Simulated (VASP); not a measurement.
A run of VASP 6.6.1 is set up as follows.

The input INCAR:

```
  PREC = Accurate
  ENCUT = 520
  EDIFF = 1E-6
  ISMEAR = 0
  SIGMA = 0.03
  LREAL = F
  LASPH = T
  NELM = 80
  ALGO = Fast
  ISIF = 2
  LWAVE = F
  LCHARG = F
  GGA = PE
  KPAR = 2
```

KPOINTS

```
Automatic mesh
0
Gamma
  9 9 4
```

The input POSCAR:

```
CdS                                     
1.0
    4.1314640066      0.0000000000     -0.0000000000
   -2.0657320033      3.5779527845     -0.0000000000
   -0.0000000000      0.0000000000      6.7246200047
  Cd              S             
     2     2
Direct
     0.3333333332999970    0.6666666667000030    0.9993194298706768
     0.6666666667000030    0.3333333332999970    0.4993194298706768
     0.3333333332999970    0.6666666667000030    0.3756805701293232
     0.6666666667000030    0.3333333332999970    0.8756805701293232
```

Contents of KPOINTS_OPT:

```
explicit points
213
Reciprocal
 0.0000000000  0.0000000000  0.0000000000 1
 0.0357142857  0.0000000000  0.0000000000 1
 0.0714285714  0.0000000000  0.0000000000 1
 0.1071428571  0.0000000000  0.0000000000 1
 0.1428571429  0.0000000000  0.0000000000 1
 0.1785714286  0.0000000000  0.0000000000 1
[... 205 lines left out ...]
 0.5000000000  0.0000000000  0.0375279400 1
 0.5000000000  0.0000000000 -0.0375279400 1
```

Potentials or basis: VASP PAW PBE potentials, release 64 (Cd, S).

The run is started by

```console
$ cat potpaw_PBE.64/Cd/POTCAR potpaw_PBE.64/S/POTCAR > POTCAR
$ mpirun -np 2 vasp_std > vasp.out
```

Question: What does it give for the band gap along the path?

Answer: 1.22 eV, direct.

Question: What does it give for the band gap on the k mesh?

Answer: 1.22 eV, direct.

Question: What does it give for the pressure?

Answer: 3.1 GPa.

Levels at the corners of the path, in eV from the valence-band top:
| point | band 16 | band 17 | band 18 | band 19 | band 20 | band 21 |
| --- | --- | --- | --- | --- | --- | --- |
| Γ | -0.05 | 0.00 | 0.00 | 1.22 | 2.80 | 6.48 |
| M | -1.88 | -1.30 | -0.76 | 3.73 | 3.89 | 5.10 |
| M | -1.88 | -1.30 | -0.76 | 3.73 | 3.89 | 5.10 |
| K | -1.85 | -1.85 | -1.65 | 4.65 | 5.12 | 5.12 |
| K | -1.85 | -1.85 | -1.65 | 4.65 | 5.12 | 5.12 |
| Γ | -0.05 | 0.00 | 0.00 | 1.22 | 2.80 | 6.48 |
| Γ | -0.05 | 0.00 | 0.00 | 1.22 | 2.80 | 6.48 |
| A | -0.39 | -0.39 | -0.39 | 2.87 | 2.87 | 6.19 |
| A | -0.39 | -0.39 | -0.39 | 2.87 | 2.87 | 6.19 |
| L | -1.35 | -1.33 | -1.33 | 3.49 | 3.49 | 5.38 |
| L | -1.35 | -1.33 | -1.33 | 3.49 | 3.49 | 5.38 |
| H | -2.44 | -1.13 | -1.13 | 4.40 | 4.40 | 6.11 |
| H | -2.44 | -1.13 | -1.13 | 4.40 | 4.40 | 6.11 |
| A | -0.39 | -0.39 | -0.39 | 2.87 | 2.87 | 6.19 |
| L | -1.35 | -1.33 | -1.33 | 3.49 | 3.49 | 5.38 |
| M | -1.88 | -1.30 | -0.76 | 3.73 | 3.89 | 5.10 |
| K | -1.85 | -1.85 | -1.65 | 4.65 | 5.12 | 5.12 |
| H | -2.44 | -1.13 | -1.13 | 4.40 | 4.40 | 6.11 |

**Measured values to compare with.**

“Isotope dependence of band-gap energy”, 2008, arxiv:0807.2152 quotes, for a bulk crystal of CdS: band gap 2.5809 ± 0.0002 eV.

A measured gap of CdS is 2.5809 eV (quoted in “Isotope dependence of band-gap energy”, 2008, arxiv:0807.2152); the calculated 1.22 eV misses it by -1.36 eV. So large a miss can be the level of theory's own, or it may mean another phase, state or a wrong row. Spin-orbit coupling on Cd is left out. The value is that of PBE, without temperature or zero-point motion. Semilocal functionals fall short of measured gaps as a rule.
